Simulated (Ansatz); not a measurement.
All numbers below come from DFT PBE, scalar-relativistic, plane waves, PAW (Ansatz). All cells share a 420 eV cutoff and Γ-centred k meshes spaced at most about 0.3 Å⁻¹ (about 0.25 or finer for metals, 2π included). No spin polarisation.

These are static total energies at zero pressure.

**Question.** Order these relaxed structures of Bi6Te by energy, lowest first, with the energy over the lowest of them.
A. Space group Fm-3m (No. 225), cubic, a = 9.848 Å. Bi is surrounded by 2 Te at 3.48 Å and 8 Bi at 3.48 Å; Te has 12 Bi at 3.48 Å.
B. Space group P-3m1 (No. 164), trigonal, a = 4.465 Å, c = 14.234 Å. Bi on its first site has 6 Bi at 3.23–3.35 Å; around Bi on its second site lie 6 Bi at 3.20–3.35 Å; around Bi on its third site lie 3 Bi at 3.23 Å and 3 Te at 3.32 Å; around Te lie 6 Bi at 3.32 Å and 2 Bi at 4.03 Å.

**Answer.** B (0 meV/atom), A (173 meV/atom). Counting Bi atoms around Te (those within 1.25 times the shortest such distance or 1.15 times the sum of covalent radii, 1.27 where that leaves under three; a plus sign parts nearer from farther groups; the shortest distance is added where it exceeds 1.18 times the sum of covalent radii): B has Te 6+2; A has Te 12 from 3.5 Å. Both come from invented guesses. The lowest form computed isn't among them: it has space group R-3m (No. 166), 35.0 Å³/atom and lies 31 meV/atom below the best shown. Even the lowest of the cells shown lies +0.04 eV/atom against the elements.

Spin–orbit coupling, which can matter for Bi and Te, is left out. Cells relaxed within their symmetry can be saddle points. Some structure types and database cells were kept out of the candidates from the start, so a known form may be missing.
